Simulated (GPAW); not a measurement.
# BN (Fmm2) in GPAW: settings compared

The runs below take BN through dielectric tensor, optical spectrum, with PBEsol, PBE.

Program: GPAW 26.7.0. These are calculated values, not measurements. Logs are shortened: lines on timing, memory, paths and dates and some standing lists are left out, and cuts for length are marked. The log counts tension as positive stress, the text compression.

**1. The crystal as given**

The structure is orthorhombic, space group Fmm2 (No. 42). Conventional cell: a = 2.503 Å, b = 6.991 Å, c = 4.332 Å, α = 90.00°, β = 90.00°, γ = 90.00°. N (site symmetry mm2) is surrounded by 3 B at 1.44 Å. B (site symmetry mm2) has 3 N at 1.44 Å as nearest neighbours.

Measurements of this composition are mostly on another form, of space group No. 194.

**2. Dielectric tensor, PBEsol**

Contents of run.py:

```python
import numpy as np
from ase import Atoms
from ase.dft.bandgap import bandgap
from ase.io import write
from gpaw import GPAW, PW, setup_paths
from gpaw.response.df import DielectricFunction

setup_paths.insert(0, '.')

atoms = Atoms(['N', 'B'],
              cell=[[0.0, 3.49531583, 2.16609124],
                    [1.2516321, 0.0, 2.16609124],
                    [1.2516321, 3.49531583, 0.0]],
              scaled_positions=[[0.66665134, 0.66665134, 0.33334866],
                                [0.00004865, 0.00004865, 0.99995135]],
              pbc=True)

calc = GPAW(mode=PW(600),
            xc='PBEsol',
            kpts={'size': (10, 10, 10), 'gamma': True},
            occupations={'name': 'fermi-dirac', 'width': 0.001},
            nbands=11,
            convergence={'density': 1e-06},
            maxiter=150,
            txt='gpaw.txt')
atoms.calc = calc
energy = atoms.get_potential_energy()
calc.write('gs.gpw')
write('result.traj', atoms)
print(f'Energy: {energy:.6f} eV')
print('Fermi level:', round(calc.get_fermi_level(), 4), 'eV')
print(f'Gap: {bandgap(calc)[0]:.4f} eV, direct: {bandgap(calc, direct=True)[0]:.4f} eV')

for size in [(17, 17, 17)]:
    name = 'x'.join(str(n) for n in size)
    dense = calc.fixed_density(kpts={'size': size, 'gamma': True},
                               nbands=30, convergence={'bands': 24, 'eigenstates': 1e-7},
                               update_fermi_level=True, txt=f'dense-{name}.txt')
    dense.write(f'{name}.gpw', mode='all')
    df = DielectricFunction(f'{name}.gpw', frequencies=np.array([0.0]), hilbert=False, eta=0.001,
                            ecut=80, nbands=24, intraband=False, txt=f'df-{name}.txt')
    for xc in ['RPA']:
        for direction in ['x', 'y', 'z', [0, 1, 1], [1, 0, 1], [1, 1, 0]]:
            e0, e = df.get_macroscopic_dielectric_constant(xc=xc, direction=direction)
            print(f'{name} {xc} {direction}: {e0:.4f} without, {e:.4f} with local fields')
```

Potentials or basis: PAW data sets generated in the run's folder for this functional, pw.

Started as:

```sh
gpaw-setup -f PBEsol B N
OMP_NUM_THREADS=1 python run.py
```

gpaw.txt:

```text
__  _  _
 | _ |_)|_||  |
 |__||  | ||/\| - 26.7.0

Input parameters:
  mode=PW(ecut=600.0),
  convergence={'density': 1e-06},
  kpts=MonkhorstPack(size=(10, 10, 10), gamma=True),
  maxiter=150,
  nbands=11,
  occupations=Occupations(name='fermi-dirac', width=0.001),
  xc=XC(name='PBEsol')

Diagonalizing LCAO Hamiltonian
Converting LCAO to pw mode

       N

       B

Atoms  # Å, Bohr magnetons
|   | symbol |        x |        y |        z |    initial magnetic moments |
|---|--------|----------|----------|----------|-----------------------------|
| 0 |      N | 1.251632 | 3.495316 | 2.888055 | ( 0.0000,  0.0000,  0.0000) |
| 1 |      B | 1.251632 | 3.495316 | 0.000211 | ( 0.0000,  0.0000,  0.0000) |

Unit cell  # Å
| periodic |        x |        y |        z |  lengths |    angles |
|----------|----------|----------|----------|----------|-----------|
|      yes | 0.000000 | 3.495316 | 2.166091 | 4.112078 | 80.289625 |
|      yes | 1.251632 | 0.000000 | 2.166091 | 2.501706 | 36.845822 |
|      yes | 1.251632 | 3.495316 | 0.000000 | 3.712656 | 62.864553 |

Number of symmetries: 4
Symmetry operations  # r_c * U_cc + t_c -> r_c
|   | kind |            matrix            |
|---|------|------------------------------|
| 0 |  σ   |  1, 0, 0,  1, 0,-1,  1,-1, 0 |
| 1 |  E   |  1, 0, 0,  0, 1, 0,  0, 0, 1 |
| 2 |  C2  |  0, 1,-1,  1, 0,-1,  0, 0,-1 |
| 3 |  σ   |  0, 1,-1,  0, 1, 0, -1, 1, 0 |

BZ-sampling:
  Number of BZ points: 1000
  Number of IBZ points: 171

  Monkhorst-Pack size: [10, 10, 10]
  Monkhorst-Pack shift: [0.05, 0.05, 0.05]

K-points  # in reciprocal-cell coordinates
|     |                                coordinates |     weight |
|-----|--------------------------------------------|------------|
|   0 | (  0.00000000,   0.00000000,   0.00000000) | 0.00100000 |
|   1 | (  0.00000000,   0.10000000,   0.10000000) | 0.00200000 |
|   2 | (  0.00000000,   0.20000000,   0.20000000) | 0.00200000 |
|   3 | (  0.00000000,   0.30000000,   0.30000000) | 0.00200000 |
|   4 | (  0.00000000,   0.40000000,   0.40000000) | 0.00200000 |
|   5 | (  0.00000000,   0.50000000,   0.50000000) | 0.00100000 |
|   6 | (  0.10000000,  -0.40000000,   0.50000000) | 0.00200000 |
|   7 | (  0.10000000,   0.00000000,   0.10000000) | 0.00200000 |
|   8 | (  0.10000000,   0.10000000,   0.00000000) | 0.00200000 |
|   9 | (  0.10000000,   0.10000000,   0.10000000) | 0.00800000 |
| ... |                                            |            |
| 170 | (  0.50000000,   0.50000000,   0.50000000) | 0.00400000 |

Plane wave coefficients: 654
Cutoff: 600.0 eV

Spin-components: 1 (collinear spins)
Bands:           11
Projectors:      10
Spin-degeneracy: 2
Datatype:        complex128

Parallelization:
  kpt:    1
  domain: 1
  band:   1

Density:
  Valence electrons: 8.0
  Components: 1
  Grid points: [24 24 24]
  Charge: 0.0  # |e|

Potential:
  Grid points: [24 24 24]

species:
  N:
    name:    Nitrogen
    Z:       7.0
    valence: 5
    core:    2
    charge:  0.0  # [|e|]
    compensation charges:
      type: gauss
      rc: 0.18  # [Å]
      lmax: 2
    cutoffs:
      filter: 1.11  # [Å]
      core: 0.96  # [Å]
    projectors
    | kind |    occ | energy [eV] | rcut [Å] |
    |------|--------|-------------|----------|
    |   2s |  2.000 |     -18.455 |    0.603 |
    |   2p |  3.000 |      -7.035 |    0.529 |
    |    s |        |       8.756 |    0.603 |
    |    p |        |      20.177 |    0.529 |
    |    d |        |       0.000 |    0.577 |

    Using partial waves for N as LCAO basis

  B:
    name:    Boron
    Z:       5.0
    valence: 3
    core:    2
    charge:  0.0  # [|e|]
    compensation charges:
      type: gauss
      rc: 0.20  # [Å]
      lmax: 2
    cutoffs:
      filter: 1.14  # [Å]
      core: 1.42  # [Å]
    projectors
    | kind |    occ | energy [eV] | rcut [Å] |
    |------|--------|-------------|----------|
    |   2s |  2.000 |      -9.361 |    0.635 |
    |   2p |  1.000 |      -3.555 |    0.635 |
    |    s |        |      17.850 |    0.635 |
    |    p |        |      23.657 |    0.635 |
    |    d |        |       0.000 |    0.635 |

    Using partial waves for B as LCAO basis

Reference energy: -2141.827435  # eV

eigensolver:
  PPCG
  Converge bands: occupied
  niter=2

density mixing:
  MSR1-Mixer
  Pratt-step length: 0.05
  Maximum mixing coefficient: 0.75
  Old densities: 10
  SVD Regularization: 0.005
  Good broyden scale: 1.0
  Trust region scale: 1.0
  Backstep threshold: 4.0
  History deletion threshold: 6.0
  Fourier metric: weight=20.0, sigma=0.015

occupation numbers:
  Fermi-Dirac:
    width: 0.0010  # eV

poisson solver:
  ecut: 4800.0  # eV

xc functional:
  name: PBEsol with 2 nearest neighbor stencil

convergence criteria:
- Maximum integral of absolute [dens]ity change: 1e-06 electrons / valence electron
- Maximum [total energy] change in last 3 cyles: 0.0005 eV / valence electron
- Maximum integral of absolute [eigenst]ate change: 4e-08 eV^2 / valence electron
maximum number of iterations: 150

SCF iterations
|iter     | |      energy | eigst |  dens |
|---------|-|-------------|-------|-------|
|iter:   1| |  -19.769200 | +0.45 |       |
|iter:   2| |  -19.459066 | -1.36 | -0.65 |
|iter:   3| |  -18.237469 | -1.05 | -0.69 |
|iter:   4| |  -18.210947 | -2.54 | -1.34 |
|iter:   5| |  -18.208899 | -3.29 | -1.73 |
|iter:   6| |  -18.208965c| -4.68 | -2.34 |
|iter:   7| |  -18.208967c| -6.37 | -3.49 |
|iter:   8| |  -18.208967c| -7.83c| -4.03 |
|iter:   9| |  -18.208967c| -8.64c| -5.30 |
|iter:  10| |  -18.208967c| -9.35c| -5.86 |
|iter:  11| |  -18.208967c|-10.01c| -6.81c|

Converged in 11 steps
Energy contributions relative to reference atoms: (reference = -2141.827435)

Energy contributions:
  Kinetic:          17.087161
  Coulomb:         -17.111178
  Zero:             -0.001170
  External:          0.000000
  Xc:              -18.183780
  Entropy:          -0.000000
  Spinorbit:         0.000000
  ----------------------------
  Free energy:     -18.208967
  Extrapolated:    -18.208967

dipole moment: (0.000001, 0.000003, -5.737288)  # |e|*Ang

Fermi level: 4.140
Eigenvalues  # (at kpt = [0.000, 0.000, 0.000])
| band index |      eig [eV] | occ [0-2] |
|------------|---------------|-----------|
|          0 |       -14.278 |     2.000 |
|          1 |        -0.942 |     2.000 |
|          2 |         2.180 |     2.000 |
|          3 |         2.191 |     2.000 |
|          4 |         8.241 |     0.000 |
|          5 |        15.045 |     0.000 |
|          6 |        15.106 |     0.000 |
|          7 |        16.521 |     0.000 |
|          8 |        17.969 |     0.000 |
|          9 |        28.943 |     0.000 |
|         10 |        30.147 |     0.000 |

Gap: 3.794 eV
Transition (v -> c):
  (s=0, k=158, n=3, [0.50, 0.40, -0.20]) -> (s=0, k=5, n=4, [0.00, 0.50, 0.50])
Direct/indirect transitions are different
Direct gap: 4.687 eV
Transition at: (s=0, k=3, n=3, [0.00, 0.30, 0.30])
# Writing to gs.gpw (mode='')
```

Wall time 8.6 min (1 thread of Arm Neoverse V1, shared host); peak memory 0.63 GiB.

What came out:

* Free energy: -18.2090 eV
* Band gap on the k mesh: 3.79 eV, indirect (least direct gap 4.69 eV)
* Electronic dielectric tensor (diagonal): 4.54, 2.35, 4.56

Electronic dielectric tensor:
```
4.54 0.00 0.00
0.00 2.35 0.00
0.00 0.00 4.56
```

Caveat: the long-wavelength limit can be off by a per cent or two; an odd mesh through Γ misses points on the zone boundary, where band edges often lie; the program warned that so skewed a cell can give wrong results.

**3. Dielectric tensor, PBE**

run.py: that of step 2 with these lines changed.

```diff
@@ -4,6 +4,4 @@
 from ase.io import write
-from gpaw import GPAW, PW, setup_paths
+from gpaw import GPAW, PW
 from gpaw.response.df import DielectricFunction
-
-setup_paths.insert(0, '.')
 
@@ -18,3 +16,3 @@
 calc = GPAW(mode=PW(600),
-            xc='PBEsol',
+            xc='PBE',
             kpts={'size': (10, 10, 10), 'gamma': True},
```

Potentials or basis: GPAW PAW data sets (gpaw-data 1.2.1), pw.

Started as:

```sh
OMP_NUM_THREADS=1 python run.py
```

gpaw.txt:

```text
__  _  _
 | _ |_)|_||  |
 |__||  | ||/\| - 26.7.0

Input parameters:
  mode=PW(ecut=600.0),
  convergence={'density': 1e-06},
  kpts=MonkhorstPack(size=(10, 10, 10), gamma=True),
  maxiter=150,
  nbands=11,
  occupations=Occupations(name='fermi-dirac', width=0.001),
  xc=XC(name='PBE')

Diagonalizing LCAO Hamiltonian
Converting LCAO to pw mode

       N

       B

Atoms  # Å, Bohr magnetons
|   | symbol |        x |        y |        z |    initial magnetic moments |
|---|--------|----------|----------|----------|-----------------------------|
| 0 |      N | 1.251632 | 3.495316 | 2.888055 | ( 0.0000,  0.0000,  0.0000) |
| 1 |      B | 1.251632 | 3.495316 | 0.000211 | ( 0.0000,  0.0000,  0.0000) |

Unit cell  # Å
| periodic |        x |        y |        z |  lengths |    angles |
|----------|----------|----------|----------|----------|-----------|
|      yes | 0.000000 | 3.495316 | 2.166091 | 4.112078 | 80.289625 |
|      yes | 1.251632 | 0.000000 | 2.166091 | 2.501706 | 36.845822 |
[... 150 lines left out ...]
|iter:   7| |  -17.456505c| -6.26 | -3.45 |
|iter:   8| |  -17.456505c| -7.72c| -3.96 |
|iter:   9| |  -17.456505c| -8.62c| -5.21 |
|iter:  10| |  -17.456505c| -9.31c| -5.75 |
|iter:  11| |  -17.456505c|-10.09c| -6.71c|

Converged in 11 steps
Energy contributions relative to reference atoms: (reference = -2151.211071)

Energy contributions:
  Kinetic:          16.739069
  Coulomb:         -16.723357
  Zero:             -0.002226
  External:          0.000000
  Xc:              -17.469992
  Entropy:          -0.000000
  Spinorbit:         0.000000
  ----------------------------
  Free energy:     -17.456505
  Extrapolated:    -17.456505

dipole moment: (0.000000, 0.000000, -5.750523)  # |e|*Ang

Fermi level: 4.169
Eigenvalues  # (at kpt = [0.000, 0.000, 0.000])
| band index |      eig [eV] | occ [0-2] |
|------------|---------------|-----------|
|          0 |       -14.232 |     2.000 |
|          1 |        -0.831 |     2.000 |
|          2 |         2.241 |     2.000 |
|          3 |         2.252 |     2.000 |
|          4 |         8.511 |     0.000 |
|          5 |        15.182 |     0.000 |
|          6 |        15.242 |     0.000 |
|          7 |        16.631 |     0.000 |
|          8 |        18.078 |     0.000 |
|          9 |        29.261 |     0.000 |
|         10 |        30.407 |     0.000 |

Gap: 3.900 eV
Transition (v -> c):
  (s=0, k=158, n=3, [0.50, 0.40, -0.20]) -> (s=0, k=5, n=4, [0.00, 0.50, 0.50])
Direct/indirect transitions are different
Direct gap: 4.744 eV
Transition at: (s=0, k=3, n=3, [0.00, 0.30, 0.30])
# Writing to gs.gpw (mode='')
```

df-17x17x17.txt:

```text
FrequencyGridDescriptor(from 0.000 to 0.000 eV, 1 points)
FrequencyGridDescriptor(from 0.000 to 0.000 eV, 1 points)

Calculating chi0 body with:
    Ground state adapter containing:
    Number of spins: 1
    Number of kpoints: 4913
    Number of irreducible kpoints: 729
    Number of completely occupied states: 4
    Number of partially occupied states: 4

    Linear response parametrization:
    q_c: [0.0, 0.0, 0.0]
    Number of frequency points: 1
    Planewave cutoff: 80.0
    Number of bands: 24
    Number of planewaves: 27
    Broadening (eta): 0.001

Integrating chi0 body.

Symmetries of q_c:
    Direct symmetries (Uq -> q): 4
    Indirect symmetries (TUq -> q): 4
In total 8 allowed symmetries.

Integral kind: response function

Calculating chi0 optical extensions with:
    Ground state adapter containing:
    Number of spins: 1
    Number of kpoints: 4913
    Number of irreducible kpoints: 729
    Number of completely occupied states: 4
    Number of partially occupied states: 4

    Linear response parametrization:
    Number of frequency points: 1
    Planewave cutoff: 80.0
    Number of bands: 24
    Number of planewaves: 27
    Broadening (eta): 0.001
Integrating chi0 head and wings.

Symmetries of q_c:
    Direct symmetries (Uq -> q): 4
    Indirect symmetries (TUq -> q): 4
In total 8 allowed symmetries.

Integral kind: response function wings

Finished calculating chi0
```

Run time: 8.5 min. Hardware: 1 thread of Arm Neoverse V1, shared host; peak memory 0.63 GiB.

Results:

```
Free energy                             : -17.4565 eV
Band gap on the k mesh                  : 3.90 eV, indirect (least direct gap 4.74 eV)
Electronic dielectric tensor (diagonal) : 4.46, 2.30, 4.47
```

Electronic dielectric tensor:
```
4.46 0.00 0.00
0.00 2.30 0.00
0.00 0.00 4.47
```

Caveat: the long-wavelength limit can be off by a per cent or two; an odd mesh through Γ misses points on the zone boundary, where band edges often lie; the program warned that so skewed a cell can give wrong results. A hybrid or GW would open this gap; PBE tends to underestimate it.

(Continued in part 2 of 3.)
